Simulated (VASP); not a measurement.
Set up this calculation in VASP 6.6.1, as the native input.

- Task: electrostatic potential
- Functional: PBE
- Potentials or basis: VASP PAW PBE potentials, release 64 (Ba_sv, O)
- Cutoff: 520 eV
- k mesh: 8 × 8 × 8
- Occupations: gaussian, width 0.02 eV
- Spin: no spin polarisation
- Further INCAR settings: ALGO = Normal; EDIFF = 1e-06

The structure of BaO lies in POSCAR:

```
BaO                                     
1.0
    0.0000000000      2.7806926973      2.7806926973
    2.7806926973      0.0000000000      2.7806926973
    2.7806926973      2.7806926973      0.0000000000
  Ba              O             
     1     1
Direct
     0.0000000000000000    0.0000000000000000    0.0000000000000000
     0.5000000000000000    0.5000000000000000    0.5000000000000000
```

The cell was built by a generator and needn't be a form met in nature.

One way to write it, as run:

INCAR

```
PREC = Accurate ; ENCUT = 520
EDIFF = 1E-6 ; ISMEAR = 0
SIGMA = 0.02 ; LREAL = F
LASPH = T ; NELM = 100
ALGO = Normal ; ISIF = 2
LWAVE = F ; LCHARG = T
GGA = PE ; LVHAR = T
KPAR = 4
```

KPOINTS

```
regular mesh
0
Gamma
  8 8 8
```

Potentials or basis: VASP PAW PBE potentials, release 64 (Ba_sv, O).

Run with:

```console
$ cat potpaw_PBE.64/Ba_sv/POTCAR potpaw_PBE.64/O/POTCAR > POTCAR
$ mpirun -np 4 vasp_std > vasp.out
```

Results of the run:

| Item | Value |
| --- | --- |
| Pressure | 2.1 GPa |
| Band gap on the k mesh | 2.01 eV, direct |

Caveat: spin-orbit coupling is left out, which moves the levels of the heavy elements.

It took 7.4 s on 4 MPI ranks on Intel(R) Xeon(R) Platinum 8559C (Emerald Rapids), on a shared host, peak memory 0.17 GiB a rank.
